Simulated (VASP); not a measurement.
Wanted: the native input for a VASP 6.6.1 run.

- Task: single point
- Functional: PBE
- Potentials or basis: VASP PAW PBE potentials, release 64 (Al, N)
- Cutoff: 520 eV
- k mesh: 8 × 8 × 5
- Occupations: fermi-dirac, width 0.02 eV
- Spin: no spin polarisation
- Further INCAR settings: ALGO = Normal; EDIFF = 1e-07; NBANDS = 16

The structure of AlN lies in POSCAR:

```
AlN
1.0
    3.1130000000      0.0000000000      0.0000000000
   -1.5565000000      2.6959370820      0.0000000000
    0.0000000000      0.0000000000      4.9810000000
Al N
2 2
Direct
    0.3333333333      0.6666666667      0.0000000000
    0.6666666667      0.3333333333      0.5000000000
    0.3333333333      0.6666666667      0.3800000000
    0.6666666667      0.3333333333      0.8800000000
```

The input as run:

INCAR

```
PREC = Accurate
ENCUT = 520
EDIFF = 1E-7
ISMEAR = -1
SIGMA = 0.02
LREAL = F
LASPH = T
NELM = 80
ALGO = Normal
ISIF = 2
LWAVE = F
LCHARG = F
GGA = PE
NBANDS = 16
KPAR = 4
```

KPOINTS

```
regular mesh
0
Gamma
  8 8 5
```

Potentials or basis: VASP PAW PBE potentials, release 64 (Al, N).

Command:

```bash
$ cat potpaw_PBE.64/Al/POTCAR potpaw_PBE.64/N/POTCAR > POTCAR
$ mpirun -np 4 vasp_std > vasp.out
```

Results of the run:

- Pressure: 3.5 GPa
- Largest force: 0.129 eV/Å
- Band gap on the k mesh: 4.22 eV, direct

It took 5.4 s on 4 MPI ranks on Intel(R) Xeon(R) Platinum 8259CL CPU @ 2.50GHz (Skylake/Cascade Lake), with other jobs on the host, peak memory 0.15 GiB a rank.
